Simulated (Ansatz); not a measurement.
# WC (Qusongite) (P-6m2) in Ansatz: further runs

Runs on WC (Qusongite). Level: PBE. Tasks: single point.

Program: Ansatz 0.2.0. These are calculated values, not measurements. Logs are shortened: lines on timing, memory, paths and dates and some standing lists are left out, and cuts for length are marked.

## (1) The crystal as given

The structure is hexagonal, space group P-6m2 (No. 187). Conventional cell: a = 2.907 Å, b = 2.907 Å, c = 2.837 Å, α = 90.00°, β = 90.00°, γ = 120.00°. W (site symmetry -6m2) is surrounded by 6 C at 2.20 Å. C (site symmetry -6m2) is surrounded by 6 W at 2.20 Å.

## (2) Single point, PBE

input.yaml

```yaml
crystal:
  lattice:
    - [2.9065, 0.0, 0.0]
    - [-1.45325, 2.5171028361, 0.0]
    - [0.0, 0.0, 2.8366]
  atoms:
    - { symbol: W, position: [0.0, 0.0, 0.0] }
    - { symbol: C, position: [0.6666666667, 0.3333333333, 0.5] }
hamiltonian:
  xc: pbe
  pseudopotentials: { kind: paw }
kpoints:
  mp_grid: { grid: [10, 10, 9] }
scf:
  occupations: { method: gaussian, width: 0.021 }
output:
  forces: true
  stress: true
  eigenvalues: true
```

Potentials or basis: Ansatz PAW.

Run with:

```
$ ansatz run input.yaml --threads 2 --pin off --max-ram 5632MiB --backend cpu --events-out ev --progress --plain --runs-dir out
```

The program printed:

```text
Warning: RAYON_NUM_THREADS=2 ignored (pool sized by the plan → 2); use --threads N
Engine: ansatz 0.2.0, x86_64-unknown-linux-gnu
Pseudopotentials: kind: paw
Pseudopotential: W, paw, valence charge 14, recommended cutoff 420 eV (normal), W.paw.azcp
Pseudopotential: C, paw, valence charge 4, recommended cutoff 420 eV (normal), C.paw.azcp
Functional definition: PBE
  parameter kappa = 0.804
  parameter beta = 0.06672455060314922
  exchange = pbe_x(kappa = kappa, mu = beta*pi^2/3)
  correlation = pbe_c(beta = beta)
Crystal: 2 atoms, lattice volume = 20.752 Å³
Basis set: ecut = 420 eV, 405 PW (Γ), exchange–correlation on 40×40×40 points (8 copies of the dense FFT grid, shifted against one another)
Bands: 13, of which v1, the nominal top of the filled ones, is band 9 counted from 1 (8 counted from 0)
Symmetry: 12 space group operations
Space group: P-6m2 (ITA 187), of the structure as read, at distance tolerance 2.7e-5 Å
k-points: 70 of 900 (time reversal used)
Non-local potential: W, projectors of the file, l = 0: 3, l = 1: 2, l = 2: 2, l = 3: 1
Non-local potential: C, projectors of the file, l = 0: 2, l = 1: 2, l = 2: 1
PAW form: soft (Blöchl's): semilocal exchange-correlation on the pseudo side does not see the compensation charge
PAW one-centre angular grid: W, 590 points (default); XC on 64 Gauss nodes
PAW one-centre angular grid: C, 110 points (default); XC on 64 Gauss nodes
Initial density: superposition of atomic densities (neutral atoms: chi_scale 0, normalization atom), corrected by the library's trained network
Initial wavefunctions: pseudopotential atomic-orbital guess
Functional: x = pbe(κ = 0.804, μ = 0.2195149727645171), c = pbe(β = 0.06672455060314922)
SCF iter   1: F=—  HF=-10636.053960 eV  |F-HF|=—  |Δ(HF+E_count)|=         —  Δρ=7.09e-3  dr2=2.44e-3  ethr=1.77e-3  ⟨swp⟩=6.0  Hψ=4644  notcnv=0
preconditioner: auto → none  [metal: Δε(μ)=0.019 eV  Ē_g=10.097 eV  σ=0.021 eV  W_gap=0.42  n_scr=8 (ndim 8)  ℏωp=25.8 eV  f_vac=0.000  D(μ)=0.88/eV (n_scr^D=8)  sad-step TF]
SCF iter   2: F=—  HF=-10636.056572 eV  |F-HF|=—  |Δ(HF+E_count)|=   2.61e-3  Δρ=4.13e-3  dr2=8.87e-4  ethr=1.36e-5  ⟨swp⟩=2.0  Hψ=2009  notcnv=0  defer=3
SCF iter   3: F=—  HF=-10636.057621 eV  |F-HF|=—  |Δ(HF+E_count)|=   1.05e-3  Δρ=3.88e-4  dr2=2.66e-5  ethr=4.93e-6  ⟨swp⟩=2.1  Hψ=1561  notcnv=0  defer=3
SCF iter   4: F=—  HF=-10636.057611 eV  |F-HF|=—  |Δ(HF+E_count)|=   9.98e-6  Δρ=1.36e-4  dr2=2.01e-6  ethr=1.48e-7  ⟨swp⟩=2.7  Hψ=1526  notcnv=0  defer=3
SCF iter   5: F=—  HF=-10636.057612 eV  |F-HF|=—  |Δ(HF+E_count)|=   3.96e-7  Δρ=2.57e-5  dr2=1.08e-7  ethr=1.12e-8  ⟨swp⟩=2.0  Hψ=1466  notcnv=0  defer=3
SCF iter   6: F=-10636.057611 eV  HF=-10636.057611 eV  |F-HF|=3.78e-9  |Δ(HF+E_count)|=   3.82e-8  Δρ=5.75e-6  dr2=5.99e-9  ethr=5.56e-10  ⟨swp⟩=4.2  Hψ=3039  notcnv=0
SCF 1 converged in 6 iterations: F = -10636.057611 eV  dr2 = 5.99e-9
SCF converged after 6 iterations
Free energy (F): -10636.057611 eV
Harris-Foulkes:  -10636.057611 eV  (|F-HF|=3.78e-9)
Internal energy: -10636.057400 eV  (E = F + TS)
E sigma→0 (E₀):  -10636.057506 eV
Entropy (-TS):   -0.000211 eV (-0.106 meV/atom)
Fermi energy:    20.598018 eV
--- Per-component energies (eV) ---
  E_band       = -58.442486
  E_kinetic    = 542.024199
  E_local      = -664.696217  (includes V_loc(G=0)·N_el)
  E_nonlocal   = 25.466119
  E_hartree    = 235.154664
  E_xc         = -316.592079
  E_vxc        = -300.493783  (∫ρ·V_xc dr)
  E_paw        = -8661.154381  (= ΣΔE_a)
  E_vpaw       = -131.050272  (= ΣTr[D̂ρ^β])
  E_aug_tail   = -0.000062  (compensation charges beyond the density's cutoff)
  E_ewald      = -1796.259643
  E_smearing   = -0.000211  (= −TS)
  E_closure    = 0.000000  (closes the sum)
  Σ components = -10636.057611   (vs F -10636.057611, Δ=0.00e0)
--- Forces (eV/Å), atoms counted from 1 ---
  atom   1  W      0.00000000    -0.00000000     0.00000000
  atom   2  C      0.00000000    -0.00000000     0.00000000
  max |Σ_I F_I| component: 2.68e-16 eV/Å
--- Stress (GPa, compression-positive) ---
        5.908585       0.000000      -0.000000
        0.000000       5.908585      -0.000000
       -0.000000      -0.000000       4.979562
  P = ⅓ Tr σ = 5.5989 GPa (55.989 kbar)
--- Band table (eV; the first three rows and the last of 70) ---
  k-point 0: bands = ["-53.3420", "-17.3633", "-17.2538", "-17.2538", "6.1368", "16.2736", "17.2465", "17.2465", "20.6636", "23.8205", "23.8205", "26.1953", "26.1953"]
  k-point 1: bands = ["-53.3373", "-17.4547", "-17.2459", "-17.2459", "6.4361", "16.1008", "17.3823", "17.3823", "20.6600", "22.9099", "22.9099", "26.6700", "26.6700"]
  k-point 2: bands = ["-53.3251", "-17.6806", "-17.2260", "-17.2260", "7.2719", "15.2832", "17.7539", "17.7539", "21.2335", "21.5256", "21.5256", "26.6773", "26.6773"]
  k-point 69: bands = ["-53.2386", "-17.8972", "-17.7962", "-17.6417", "9.6181", "13.5738", "15.1537", "18.6878", "19.8469", "25.0357", "26.8899", "27.6889", "30.0697"]
```

Wall time 1.7 s (2 threads of Intel Xeon at 2.70GHz, shared host); peak memory 0.32 GiB.

Results:

```yaml
Free_energy: -10636.0576 eV
Pressure: 5.6 GPa
Band_gap_on_the_k_mesh: none (metal or under the smearing width)
```

Caveat: the pressure holds a Pulay correction of +0.3 GPa for the finite cutoff. The run has no spin-orbit coupling, so splittings on W are missing.

## (3) Single point, PBE

input.yaml, as its differences from that of step 2:

```diff
@@ -14,3 +14,3 @@
 scf:
-  occupations: { method: gaussian, width: 0.021 }
+  occupations: { method: gaussian, width: 0.022 }
 output:
```

Potentials or basis: Ansatz PAW.

Run with:

```
$ ansatz run input.yaml --threads 2 --pin off --max-ram 5632MiB --backend cpu --events-out ev --progress --plain --runs-dir out
```

The program printed:

```text
Warning: RAYON_NUM_THREADS=2 ignored (pool sized by the plan → 2); use --threads N
[... 9 set-up lines as earlier in the session ...]
Crystal: 2 atoms, lattice volume = 20.752 Å³
Basis set: ecut = 420 eV, 405 PW (Γ), exchange–correlation on 40×40×40 points (8 copies of the dense FFT grid, shifted against one another)
Bands: 13, of which v1, the nominal top of the filled ones, is band 9 counted from 1 (8 counted from 0)
[... 2 set-up lines as earlier in the session ...]
k-points: 70 of 900 (time reversal used)
[... 8 set-up lines as earlier in the session ...]
SCF iter   1: F=—  HF=-10636.053969 eV  |F-HF|=—  |Δ(HF+E_count)|=         —  Δρ=7.09e-3  dr2=2.44e-3  ethr=1.77e-3  ⟨swp⟩=6.0  Hψ=4640  notcnv=0
preconditioner: auto → none  [metal: Δε(μ)=0.019 eV  Ē_g=10.097 eV  σ=0.022 eV  W_gap=0.40  n_scr=8 (ndim 8)  ℏωp=25.8 eV  f_vac=0.000  D(μ)=0.85/eV (n_scr^D=8)  sad-step TF]
SCF iter   2: F=—  HF=-10636.056582 eV  |F-HF|=—  |Δ(HF+E_count)|=   2.61e-3  Δρ=4.13e-3  dr2=8.86e-4  ethr=1.35e-5  ⟨swp⟩=2.0  Hψ=1994  notcnv=0  defer=2
SCF iter   3: F=—  HF=-10636.057633 eV  |F-HF|=—  |Δ(HF+E_count)|=   1.05e-3  Δρ=3.88e-4  dr2=2.66e-5  ethr=4.92e-6  ⟨swp⟩=2.1  Hψ=1558  notcnv=0  defer=2
SCF iter   4: F=—  HF=-10636.057621 eV  |F-HF|=—  |Δ(HF+E_count)|=   1.13e-5  Δρ=1.36e-4  dr2=2.02e-6  ethr=1.48e-7  ⟨swp⟩=2.7  Hψ=1526  notcnv=0  defer=2
SCF iter   5: F=—  HF=-10636.057622 eV  |F-HF|=—  |Δ(HF+E_count)|=   3.95e-7  Δρ=2.58e-5  dr2=1.08e-7  ethr=1.12e-8  ⟨swp⟩=2.0  Hψ=1466  notcnv=0  defer=2
SCF iter   6: F=-10636.057622 eV  HF=-10636.057622 eV  |F-HF|=3.78e-9  |Δ(HF+E_count)|=   3.85e-8  Δρ=5.75e-6  dr2=6.00e-9  ethr=5.56e-10  ⟨swp⟩=4.2  Hψ=3045  notcnv=0
SCF 1 converged in 6 iterations: F = -10636.057622 eV  dr2 = 6.00e-9
SCF converged after 6 iterations
Free energy (F): -10636.057622 eV
Harris-Foulkes:  -10636.057622 eV  (|F-HF|=3.78e-9)
Internal energy: -10636.057399 eV  (E = F + TS)
E sigma→0 (E₀):  -10636.057510 eV
Entropy (-TS):   -0.000223 eV (-0.111 meV/atom)
Fermi energy:    20.597821 eV
--- Per-component energies (eV) ---
  E_band       = -58.442871
  E_kinetic    = 542.024176
  E_local      = -664.695713  (includes V_loc(G=0)·N_el)
  E_nonlocal   = 25.466005
  E_hartree    = 235.154261
  E_xc         = -316.592082
  E_vxc        = -300.493784  (∫ρ·V_xc dr)
  E_paw        = -8661.154342  (= ΣΔE_a)
  E_vpaw       = -131.050219  (= ΣTr[D̂ρ^β])
  E_aug_tail   = -0.000062  (compensation charges beyond the density's cutoff)
  E_ewald      = -1796.259643
  E_smearing   = -0.000223  (= −TS)
  E_closure    = 0.000000  (closes the sum)
  Σ components = -10636.057622   (vs F -10636.057622, Δ=0.00e0)
--- Forces (eV/Å), atoms counted from 1 ---
  atom   1  W      0.00000000     0.00000000     0.00000000
  atom   2  C      0.00000000    -0.00000000     0.00000000
  max |Σ_I F_I| component: 3.24e-16 eV/Å
--- Stress (GPa, compression-positive) ---
        5.909103       0.000000      -0.000000
        0.000000       5.909103      -0.000000
       -0.000000      -0.000000       4.978452
  P = ⅓ Tr σ = 5.5989 GPa (55.989 kbar)
--- Band table (eV; the first three rows and the last of 70) ---
  k-point 0: bands = ["-53.3421", "-17.3633", "-17.2539", "-17.2539", "6.1368", "16.2735", "17.2465", "17.2465", "20.6637", "23.8205", "23.8205", "26.1953", "26.1953"]
  k-point 1: bands = ["-53.3373", "-17.4547", "-17.2460", "-17.2460", "6.4361", "16.1007", "17.3823", "17.3823", "20.6601", "22.9098", "22.9098", "26.6701", "26.6701"]
  k-point 2: bands = ["-53.3252", "-17.6806", "-17.2260", "-17.2260", "7.2719", "15.2832", "17.7539", "17.7539", "21.2335", "21.5256", "21.5256", "26.6773", "26.6773"]
  k-point 69: bands = ["-53.2387", "-17.8972", "-17.7963", "-17.6418", "9.6181", "13.5738", "15.1537", "18.6879", "19.8469", "25.0356", "26.8899", "27.6889", "30.0697"]
```

Run time: 1.4 s. Hardware: 2 threads of Intel Xeon at 2.70GHz, shared host; peak memory 0.32 GiB.

Results:

```yaml
Free_energy: -10636.0576 eV
Pressure: 5.6 GPa
Band_gap_on_the_k_mesh: none (metal or under the smearing width)
```

Caveat: the pressure holds a Pulay correction of +0.3 GPa for the finite cutoff. The run has no spin-orbit coupling, so splittings on W are missing.

## (4) Single point, PBE

input.yaml, as its differences from that of step 3:

```diff
@@ -14,3 +14,3 @@
 scf:
-  occupations: { method: gaussian, width: 0.022 }
+  occupations: { method: gaussian, width: 0.023 }
 output:
@@ -19 +19,5 @@
   eigenvalues: true
+  write_density: true
+  write_potential: true
+  elf: true
+  volumetric_format: npy
```

Run with:

```
$ ansatz run input.yaml --threads 2 --pin off --max-ram 5632MiB --backend cpu --events-out ev --progress --plain --runs-dir out
```

It took 1.8 s on 2 threads of Intel Xeon at 2.70GHz, shared host; peak memory 0.33 GiB.

The run converged. Its results:

```
Free energy            : -10636.0576 eV
Pressure               : 5.6 GPa
Band gap on the k mesh : none (metal or under the smearing width)
```

Stress tensor (GPa, compression positive):
```
5.91 0.00 0.00
0.00 5.91 0.00
0.00 0.00 4.98
```

Levels at points of the mesh, in eV from the Fermi level:
| k point | band 6 | band 7 | band 8 | band 9 | band 10 | band 11 | band 12 | band 13 |
| --- | --- | --- | --- | --- | --- | --- | --- | --- |
| (0.00, 0.00, 0.00) | -4.32 | -3.35 | -3.35 | 0.07 | 3.22 | 3.22 | 5.60 | 5.60 |
| (0.00, -0.50, 0.00) | -7.04 | -3.64 | -3.58 | -0.48 | 2.33 | 4.52 | 4.87 | 6.85 |

Caveat: the pressure holds a Pulay correction of +0.3 GPa for the finite cutoff.

## (5) Single point, PBE

input.yaml, as its differences from that of step 4:

```diff
@@ -14,3 +14,3 @@
 scf:
-  occupations: { method: gaussian, width: 0.023 }
+  occupations: { method: gaussian, width: 0.024 }
 output:
```

Run with:

```
$ ansatz run input.yaml --threads 2 --pin off --max-ram 5632MiB --backend cpu --events-out ev --progress --plain --runs-dir out
```

Run time: 2.4 s. Hardware: 2 threads of Intel Xeon at 2.70GHz, shared host; peak memory 0.33 GiB.

It converged, with:

```yaml
Free_energy: -10636.0576 eV
Pressure: 5.6 GPa
Band_gap_on_the_k_mesh: none (metal or under the smearing width)
```

Stress tensor (GPa, compression positive):
```
5.91 0.00 0.00
0.00 5.91 0.00
0.00 0.00 4.98
```

Levels at points of the mesh, in eV from the Fermi level:
```
            k point  band 6  band 7  band 8  band 9  band 10  band 11  band 12  band 13
 (0.00, 0.00, 0.00)   -4.32   -3.35   -3.35    0.07     3.22     3.22     5.60     5.60
(0.00, -0.50, 0.00)   -7.04   -3.64   -3.58   -0.48     2.33     4.52     4.87     6.85
```

Caveat: the pressure holds a Pulay correction of +0.3 GPa for the finite cutoff.

## (6) Single point, PBE

input.yaml, as its differences from that of step 5:

```diff
@@ -14,3 +14,3 @@
 scf:
-  occupations: { method: gaussian, width: 0.024 }
+  occupations: { method: gaussian, width: 0.05 }
 output:
@@ -19,5 +19 @@
   eigenvalues: true
-  write_density: true
-  write_potential: true
-  elf: true
-  volumetric_format: npy
```

Potentials or basis: Ansatz PAW.

Run with:

```
$ ansatz run input.yaml --threads 2 --pin off --max-ram 5632MiB --backend cpu --events-out ev --progress --plain --runs-dir out
```

The program printed:

```text
Warning: RAYON_NUM_THREADS=2 ignored (pool sized by the plan → 2); use --threads N
[... 9 set-up lines as earlier in the session ...]
Crystal: 2 atoms, lattice volume = 20.752 Å³
Basis set: ecut = 420 eV, 405 PW (Γ), exchange–correlation on 40×40×40 points (8 copies of the dense FFT grid, shifted against one another)
Bands: 13, of which v1, the nominal top of the filled ones, is band 9 counted from 1 (8 counted from 0)
[... 2 set-up lines as earlier in the session ...]
k-points: 70 of 900 (time reversal used)
[... 8 set-up lines as earlier in the session ...]
SCF iter   1: F=—  HF=-10636.054256 eV  |F-HF|=—  |Δ(HF+E_count)|=         —  Δρ=7.09e-3  dr2=2.40e-3  ethr=1.77e-3  ⟨swp⟩=5.8  Hψ=4557  notcnv=0
preconditioner: auto → none  [insulator: Δε(μ)=0.105 eV  Ē_g=10.095 eV  σ=0.050 eV  W_gap=0.55  n_scr=8 (ndim 8)  ℏωp=25.8 eV  f_vac=0.000  D(μ)=0.43/eV (n_scr^D=0)  ε∞_Penn≈7.5]
SCF iter   2: F=—  HF=-10636.056990 eV  |F-HF|=—  |Δ(HF+E_count)|=   2.73e-3  Δρ=3.61e-3  dr2=5.63e-4  ethr=1.33e-5  ⟨swp⟩=2.0  Hψ=1758  notcnv=0
SCF iter   3: F=—  HF=-10636.057921 eV  |F-HF|=—  |Δ(HF+E_count)|=   9.31e-4  Δρ=2.74e-4  dr2=1.21e-5  ethr=3.13e-6  ⟨swp⟩=2.1  Hψ=1265  notcnv=0
SCF iter   4: F=—  HF=-10636.057918 eV  |F-HF|=—  |Δ(HF+E_count)|=   3.42e-6  Δρ=6.78e-5  dr2=3.52e-7  ethr=6.75e-8  ⟨swp⟩=2.1  Hψ=1448  notcnv=0
iter 5 did not close the SCF: its close was put off for the readings that it lacked (scf_convergence_deferred on its scf_iter line)
SCF iter   5: F=-10636.057918 eV  HF=-10636.057918 eV  |F-HF|=1.20e-9  |Δ(HF+E_count)|=   2.54e-7  Δρ=5.82e-6  dr2=2.51e-9  ethr=1.96e-9  ⟨swp⟩=2.7  Hψ=1441  notcnv=0
SCF iter   6: F=-10636.057918 eV  HF=-10636.057918 eV  |F-HF|=3.27e-11  |Δ(HF+E_count)|=   1.60e-9  Δρ=7.49e-7  dr2=8.39e-11  ethr=1.39e-11  ⟨swp⟩=1.5  Hψ=2820  notcnv=0
SCF 1 converged in 6 iterations: F = -10636.057918 eV  dr2 = 8.39e-11
SCF converged after 6 iterations
Free energy (F): -10636.057918 eV
Harris-Foulkes:  -10636.057918 eV  (|F-HF|=3.27e-11)
Internal energy: -10636.057369 eV  (E = F + TS)
E sigma→0 (E₀):  -10636.057644 eV
Entropy (-TS):   -0.000549 eV (-0.274 meV/atom)
Fermi energy:    20.591915 eV
--- Per-component energies (eV) ---
  E_band       = -58.447647
  E_kinetic    = 542.023367
  E_local      = -664.686505  (includes V_loc(G=0)·N_el)
  E_nonlocal   = 25.463838
  E_hartree    = 235.147232
  E_xc         = -316.592066
  E_vxc        = -300.493746  (∫ρ·V_xc dr)
  E_paw        = -8661.153531  (= ΣΔE_a)
  E_vpaw       = -131.049249  (= ΣTr[D̂ρ^β])
  E_aug_tail   = -0.000062  (compensation charges beyond the density's cutoff)
  E_ewald      = -1796.259643
  E_smearing   = -0.000549  (= −TS)
  E_closure    = 0.000000  (closes the sum)
  Σ components = -10636.057918   (vs F -10636.057918, Δ=0.00e0)
--- Forces (eV/Å), atoms counted from 1 ---
  atom   1  W      0.00000000     0.00000000     0.00000000
  atom   2  C      0.00000000     0.00000000     0.00000000
  max |Σ_I F_I| component: 2.68e-16 eV/Å
--- Stress (GPa, compression-positive) ---
        5.910401       0.000000      -0.000000
        0.000000       5.910401      -0.000000
       -0.000000      -0.000000       4.978310
  P = ⅓ Tr σ = 5.5997 GPa (55.997 kbar)
--- Band table (eV; the first three rows and the last of 70) ---
  k-point 0: bands = ["-53.3430", "-17.3639", "-17.2548", "-17.2548", "6.1373", "16.2733", "17.2465", "17.2465", "20.6644", "23.8200", "23.8200", "26.1957", "26.1957"]
  k-point 1: bands = ["-53.3382", "-17.4553", "-17.2470", "-17.2470", "6.4366", "16.1006", "17.3823", "17.3823", "20.6606", "22.9095", "22.9095", "26.6703", "26.6703"]
  k-point 2: bands = ["-53.3261", "-17.6812", "-17.2270", "-17.2270", "7.2724", "15.2833", "17.7540", "17.7540", "21.2337", "21.5253", "21.5253", "26.6776", "26.6776"]
  k-point 69: bands = ["-53.2396", "-17.8978", "-17.7972", "-17.6428", "9.6187", "13.5741", "15.1538", "18.6886", "19.8463", "25.0351", "26.8898", "27.6885", "30.0696"]
```

Wall time 1.4 s (2 threads of Intel Xeon at 2.70GHz, shared host); peak memory 0.32 GiB.

Results:

```
Free energy            : -10636.0579 eV
Pressure               : 5.6 GPa
Band gap on the k mesh : none (metal or under the smearing width)
```

Stress tensor (GPa, compression positive):
```
5.91 0.00 0.00
0.00 5.91 0.00
0.00 0.00 4.98
```

Levels at points of the mesh, in eV from the Fermi level:
```tsv
k point	band 5	band 6	band 7	band 8	band 9	band 10	band 11	band 12	band 13
(0.00, 0.00, 0.00)	-14.45	-4.32	-3.35	-3.35	0.07	3.23	3.23	5.60	5.60
(0.00, -0.50, 0.00)	-11.11	-7.04	-3.63	-3.57	-0.48	2.34	4.53	4.87	6.85
```

Caveat: the pressure holds a Pulay correction of +0.3 GPa for the finite cutoff. The run has no spin-orbit coupling, so splittings on W are missing.

## (7) The runs side by side

```tsv
smearing	gap on the mesh (eV)	pressure (GPa)
gaussian 0.021 eV	none	5.6
gaussian 0.022 eV	none	5.6
gaussian 0.023 eV	none	5.6
gaussian 0.024 eV	none	5.6
gaussian 0.05 eV	none	5.6
```

Alike in all rows: task single point; level PBE; potentials or basis Ansatz PAW; no spin polarisation; cell as given; k mesh 10 × 10 × 9; cutoff (eV) 420.

Every run on the cell as given and a fine mesh finds a metal.

Absolute energies hang on the potentials; compare differences alone.
